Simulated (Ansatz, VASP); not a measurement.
Ag in VASP and in Ansatz

```
Ag
1.0
     0.00000    2.04310    2.04310
     2.04310    0.00000    2.04310
     2.04310    2.04310    0.00000
Ag
1
Direct
  0.00000 0.00000 0.00000
```

Alike in both runs: task electric field gradients; functional PBE; k mesh 15 × 15 × 15; occupations fermi-dirac, width 0.05 eV; no spin polarisation.

|  | VASP | Ansatz |
| --- | --- | --- |
| version | VASP 6.6.1 | Ansatz 0.2.0 |
| potentials or method | VASP PAW PBE potentials, release 64 (Ag), cutoff 520 eV | all-electron PAW with datasets made for the crystal, scalar-relativistic |

Ansatz gave:

```
pressure (GPa)                                                 : 4.5
Vzz of the field gradient on the site that differs most (V/Å²) : 0.0
```

**Question.** What did VASP give for the same quantities?

**Answer.** Pressure (GPa): 4.4; Vzz of the field gradient on the site that differs most (V/Å²): 0.0.

Ansatz ran all-electron here, so the differences hold the error of VASP's frozen core and of both bases. Ansatz warned: «gradients_without_spin_orbit».
